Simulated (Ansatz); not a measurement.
# Te2Mo (P2_1/m) in Ansatz: settings compared, part 2 of 2

Ansatz 0.2.0. Earlier steps stand in the parts before.

**3. Band structure, PBE**

File input.yaml:

```yaml
crystal:
  lattice:
    - [6.33, 0.0, 0.0]
    - [0.0, 3.469, 0.0]
    - [-0.9467947088, 0.0, 13.8276237937]
  atoms:
    - { symbol: Te, position: [0.9437, 0.75, 0.6045] }
    - { symbol: Te, position: [0.0563, 0.25, 0.3955] }
    - { symbol: Te, position: [0.903, 0.25, 0.8514] }
    - { symbol: Te, position: [0.097, 0.75, 0.1486] }
    - { symbol: Te, position: [0.4112, 0.75, 0.8955] }
    - { symbol: Te, position: [0.5888, 0.25, 0.1045] }
    - { symbol: Te, position: [0.4432, 0.25, 0.6484] }
    - { symbol: Te, position: [0.5568, 0.75, 0.3516] }
    - { symbol: Mo, position: [0.8167, 0.75, 0.9926] }
    - { symbol: Mo, position: [0.1833, 0.25, 0.0074] }
    - { symbol: Mo, position: [0.6819, 0.25, 0.4934] }
    - { symbol: Mo, position: [0.3181, 0.75, 0.5066] }
hamiltonian:
  xc: pbe
  pseudopotentials: { kind: paw, partial_waves: polarizable }
kpoints:
  mp_grid: { grid: [4, 8, 2] }
  band_path:
    path:
      - [[0.0, 0.0, 0.0], [0.0, 0.0, 0.5], [-0.4866717952, 0.0, 0.5727927773], [-0.5, 0.0, 0.5], [-0.5, 0.5, 0.5], [-0.5133282048, 0.5, 0.4272072227], [-0.5, 0.5, 0.0], [-0.5, 0.0, 0.0], [-0.5133282048, 0.0, 0.4272072227]]
      - [[-0.4866717952, 0.5, 0.5727927773], [0.0, 0.5, 0.5], [0.0, 0.5, 0.0]]
      - [[0.0, 0.0, 0.5], [0.0, 0.5, 0.5]]
    npoints: 10
scf:
  occupations: { method: fermi_dirac, width: 0.05 }
  n_extra_bands: 30
output:
  forces: true
  stress: true
  eigenvalues: true
  fatbands: false
```

Potentials or basis: Ansatz PAW polarizable.

Command:

```bash
$ ansatz run input.yaml --threads 2 --pin off --max-ram 5120MiB --backend cpu --events-out ev --progress --plain --runs-dir out
```

The log of the run:

```text
Warning: RAYON_NUM_THREADS=2 ignored (pool sized by the plan → 2); use --threads N
scf.n_extra_bands = 30 over 92 filled bands (N_el = 184.0): the run solves 122 bands
Engine: ansatz 0.2.0, aarch64-unknown-linux-gnu
Pseudopotentials: kind: paw
Pseudopotential: Te, paw, valence charge 16, recommended cutoff 420 eV (normal), Te.paw.azcp
Pseudopotential: Mo, paw, valence charge 14, recommended cutoff 420 eV (normal), Mo.paw.azcp
Functional definition: PBE
  parameter kappa = 0.804
  parameter beta = 0.06672455060314922
  exchange = pbe_x(kappa = kappa, mu = beta*pi^2/3)
  correlation = pbe_c(beta = beta)
Crystal: 12 atoms, lattice volume = 303.638 Å³
Basis set: ecut = 420 eV, 5919 PW (Γ), exchange–correlation on 90×48×192 points (8 copies of the dense FFT grid, shifted against one another)
Bands: 122, of which v1, the nominal top of the filled ones, is band 92 counted from 1 (91 counted from 0)
Symmetry: 4 space group operations
Space group: P21/m (ITA 11), of the structure as read, at distance tolerance 6.7e-5 Å
k-points: 30 of 64
Non-local potential: Te, projectors of the file, l = 0: 2, l = 1: 2, l = 2: 2, l = 3: 2
[... 35 lines left out ...]
  E_paw        = -50107.137668  (= ΣΔE_a)
  E_vpaw       = -3619.836209  (= ΣTr[D̂ρ^β])
  E_aug_tail   = -0.001293  (compensation charges beyond the density's cutoff)
  E_ewald      = -18409.080843
  E_smearing   = -0.034997  (= −TS)
  E_closure    = -0.000000  (closes the sum)
  Σ components = -75666.625012   (vs F -75666.625012, Δ=0.00e0)
--- Forces (eV/Å), atoms counted from 1 ---
  atom   1  Te     0.07425324     0.00000000     0.06696434
  atom   2  Te    -0.07425324     0.00000000    -0.06696434
  atom   3  Te    -0.00951833     0.00000000    -0.14802340
  atom   4  Te     0.00951833     0.00000000     0.14802340
  atom   5  Te     0.05693276     0.00000000    -0.02808147
  atom   6  Te    -0.05693276     0.00000000     0.02808147
  atom   7  Te    -0.01828537     0.00000000     0.10771764
  atom   8  Te     0.01828537     0.00000000    -0.10771764
  atom   9  Mo     0.08662797     0.00000000     0.02192708
  atom  10  Mo    -0.08662797     0.00000000    -0.02192708
  atom  11  Mo    -0.17571971     0.00000000     0.03107062
  atom  12  Mo     0.17571971     0.00000000    -0.03107062
  max |Σ_I F_I| component: 2.78e-17 eV/Å
--- Stress (GPa, compression-positive) ---
        2.806801       0.000000       0.085644
        0.000000       2.413121       0.000000
        0.085644       0.000000       2.401084
  P = ⅓ Tr σ = 2.5403 GPa (25.403 kbar)
--- Band table (eV; the first three rows and the last of 30) ---
  k-point 0: bands = ["-48.5763", "-48.5520", "-48.5197", "-48.4941", "-24.5522", "-24.5453", "-24.5363", "-24.5359", "-24.5201", "-24.5127", "-24.5099", "-24.5038", "-24.5026", "-24.5020", "-24.4962", "-24.4826", "-24.4773", "-24.4754", "-24.4730", "-24.4707", "-24.4642", "-24.4508", "-24.4505", "-24.4467", "-24.4422", "-24.4397", "-24.4337", "-24.4317", "-24.4145", "-24.4106", "-24.4056", "-24.3981", "-24.3963", "-24.3935", "-24.3677", "-24.3650", "-24.3576", "-24.3561", "-24.3495", "-24.3454", "-24.3278", "-24.3202", "-24.3125", "-24.3082", "-22.8187", "-22.7973", "-22.7346", "-22.7162", "-22.7110", "-22.6915", "-22.5803", "-22.5584", "-22.5532", "-22.5309", "-22.4056", "-22.3788", "-0.6970", "-0.3764", "0.2132", "0.7353", "1.1663", "1.3584", "1.3643", "1.6081", "6.5496", "6.7195", "6.8555", "7.4046", "7.8517", "8.0105", "8.2552", "8.4050", "9.0108", "9.9039", "9.9169", "9.9952", "10.0079", "10.0487", "10.1690", "10.4950", "10.6686", "10.6872", "11.0842", "11.2352", "11.5661", "11.7766", "11.8862", "12.0055", "12.0756", "12.3887", "12.5955", "12.6229", "12.9420", "13.1886", "13.4087", "13.5045", "13.6137", "14.2763", "14.5185", "14.5395", "14.7423", "15.1886", "15.4794", "15.4883", "15.6633", "15.8044", "15.9469", "16.1060", "17.0448", "17.1759", "17.5738", "17.9775", "18.2928", "18.5078", "18.8276", "19.2856", "19.6860", "19.9192", "20.0040", "20.1358", "20.7209", "20.7992"]
  k-point 1: bands = ["-48.5763", "-48.5520", "-48.5197", "-48.4941", "-24.5522", "-24.5453", "-24.5363", "-24.5359", "-24.5201", "-24.5127", "-24.5099", "-24.5038", "-24.5026", "-24.5020", "-24.4962", "-24.4826", "-24.4773", "-24.4754", "-24.4730", "-24.4707", "-24.4642", "-24.4508", "-24.4505", "-24.4467", "-24.4422", "-24.4398", "-24.4337", "-24.4317", "-24.4145", "-24.4106", "-24.4056", "-24.3981", "-24.3963", "-24.3935", "-24.3677", "-24.3650", "-24.3576", "-24.3561", "-24.3495", "-24.3455", "-24.3278", "-24.3202", "-24.3125", "-24.3082", "-22.8187", "-22.7973", "-22.7346", "-22.7162", "-22.7110", "-22.6915", "-22.5803", "-22.5584", "-22.5532", "-22.5309", "-22.4056", "-22.3788", "-0.5899", "-0.5553", "0.4969", "0.5232", "1.1887", "1.2018", "1.5425", "1.5609", "6.6517", "6.6997", "7.1369", "7.1732", "7.5774", "7.7019", "8.3981", "8.6095", "9.4690", "9.6135", "9.9373", "9.9575", "10.0130", "10.0440", "10.2782", "10.3267", "10.6282", "10.7884", "11.0467", "11.1410", "11.7027", "11.7365", "11.8142", "11.8659", "12.4371", "12.4748", "12.4891", "12.4902", "12.9572", "13.0682", "13.4278", "13.4887", "13.9917", "14.2135", "14.5215", "14.5979", "14.6069", "14.6214", "15.7464", "15.7506", "15.7654", "15.7944", "15.8604", "15.8651", "17.1987", "17.3616", "17.6135", "17.8133", "18.3020", "18.3535", "19.0061", "19.0892", "19.5190", "19.5549", "20.4436", "20.4549", "20.9148", "21.0329"]
  k-point 2: bands = ["-48.5733", "-48.5490", "-48.5210", "-48.4954", "-24.5494", "-24.5420", "-24.5376", "-24.5366", "-24.5173", "-24.5109", "-24.5093", "-24.5053", "-24.5037", "-24.5030", "-24.4955", "-24.4829", "-24.4784", "-24.4757", "-24.4734", "-24.4723", "-24.4634", "-24.4507", "-24.4473", "-24.4434", "-24.4425", "-24.4401", "-24.4353", "-24.4333", "-24.4110", "-24.4073", "-24.4062", "-24.3996", "-24.3980", "-24.3952", "-24.3683", "-24.3648", "-24.3578", "-24.3577", "-24.3492", "-24.3452", "-24.3276", "-24.3203", "-24.3122", "-24.3080", "-22.8154", "-22.7941", "-22.7551", "-22.7316", "-22.7068", "-22.6820", "-22.6005", "-22.5735", "-22.5466", "-22.5188", "-22.4070", "-22.3801", "-0.5204", "-0.2015", "0.3332", "0.8383", "1.2542", "1.4377", "1.4741", "1.7129", "6.7324", "6.9076", "7.0269", "7.5074", "7.8921", "8.2073", "8.3552", "8.3976", "8.9352", "9.4896", "9.6094", "9.7041", "9.8467", "10.0908", "10.1899", "10.2184", "10.6240", "10.6970", "10.7009", "11.1304", "11.3220", "11.5392", "11.5773", "11.5837", "11.9181", "12.2475", "12.2539", "12.4046", "12.5037", "12.7622", "13.6312", "13.7591", "13.8107", "14.2475", "14.3632", "14.4081", "14.6132", "14.6580", "14.8091", "14.9960", "15.2293", "15.6677", "15.6865", "15.8482", "17.3051", "17.3668", "18.1810", "18.5805", "19.2257", "19.3216", "19.5614", "19.8349", "20.1883", "20.2778", "20.5240", "20.5442", "20.7095", "20.8642"]
  k-point 29: bands = ["-48.5423", "-48.5423", "-48.5174", "-48.5174", "-24.5493", "-24.5493", "-24.5235", "-24.5235", "-24.5161", "-24.5161", "-24.5154", "-24.5154", "-24.4916", "-24.4916", "-24.4882", "-24.4882", "-24.4835", "-24.4835", "-24.4750", "-24.4750", "-24.4559", "-24.4559", "-24.4425", "-24.4425", "-24.4413", "-24.4413", "-24.4247", "-24.4247", "-24.4071", "-24.4071", "-24.4066", "-24.4066", "-24.3886", "-24.3886", "-24.3693", "-24.3693", "-24.3607", "-24.3607", "-24.3456", "-24.3456", "-24.3233", "-24.3233", "-24.3085", "-24.3085", "-22.8580", "-22.8580", "-22.8355", "-22.8355", "-22.6422", "-22.6422", "-22.6166", "-22.6166", "-22.4666", "-22.4666", "-22.4392", "-22.4392", "1.4345", "1.4345", "1.5346", "1.5346", "1.8058", "1.8058", "1.8704", "1.8704", "6.5293", "6.5293", "6.6044", "6.6044", "7.5354", "7.5354", "7.6550", "7.6550", "8.8524", "8.8524", "9.0880", "9.0880", "9.8153", "9.8153", "9.8947", "9.8947", "10.1393", "10.1393", "10.1997", "10.1997", "10.6185", "10.6185", "10.7059", "10.7059", "11.4455", "11.4455", "11.5282", "11.5282", "13.5307", "13.5307", "13.5517", "13.5517", "14.1517", "14.1517", "14.2517", "14.2517", "14.6731", "14.6731", "14.8139", "14.8139", "15.7862", "15.7862", "15.9227", "15.9227", "17.0164", "17.0164", "17.1953", "17.1953", "17.5517", "17.5517", "17.7853", "17.7853", "18.5804", "18.5804", "18.8357", "18.8357", "19.5755", "19.5755"]
```

It took 1.7 min on 2 threads of Arm Neoverse V1, shared host; peak memory 2.1 GiB.

What came out:

- Free energy: -75666.6250 eV
- Pressure: 2.5 GPa
- Largest force: 0.178 eV/Å
- Band gap on the k mesh: none (metal or under the smearing width)

Forces in eV/Å, atoms in the order of the input:
```
Te   0.074  0.000  0.067
Te  -0.074  0.000 -0.067
Te  -0.010  0.000 -0.148
Te   0.010  0.000  0.148
Te   0.057  0.000 -0.028
Te  -0.057  0.000  0.028
Te  -0.018  0.000  0.108
Te   0.018  0.000 -0.108
Mo   0.087  0.000  0.022
Mo  -0.087  0.000 -0.022
Mo  -0.176  0.000  0.031
Mo   0.176  0.000 -0.031
```

Stress tensor (GPa, compression positive):
```
2.81 0.00 0.09
0.00 2.41 0.00
0.09 0.00 2.40
```

Levels at the corners of the path, in eV from the Fermi level:
```
point  band 90  band 91  band 92  band 93  band 94  band 95
    Γ    -0.12     0.09     0.12     0.44     0.68     0.90
    Y    -0.03    -0.02    -0.01     0.45     0.56     0.92
    H    -0.81    -0.66    -0.41    -0.03     0.02     0.86
    C    -0.82    -0.65    -0.41    -0.03     0.03     0.85
    E    -1.06    -0.98    -0.98     1.03     1.03     1.05
   M1    -1.06    -0.98    -0.98     1.03     1.03     1.05
    A    -1.07    -0.98    -0.98     1.01     1.01     1.08
    X    -0.82    -0.66    -0.57    -0.07    -0.01     0.89
   H1    -0.81    -0.66    -0.41    -0.03     0.02     0.86
    M    -1.06    -0.98    -0.98     1.03     1.03     1.05
    D    -1.56    -1.47    -1.47     1.01     1.01     1.16
    Z    -1.52    -1.46    -1.46     1.02     1.02     1.16
    Y    -0.03    -0.02    -0.01     0.45     0.56     0.92
    D    -1.56    -1.47    -1.47     1.01     1.01     1.16
```

Caveat: spin-orbit coupling is left out, which moves the levels of the heavy elements.
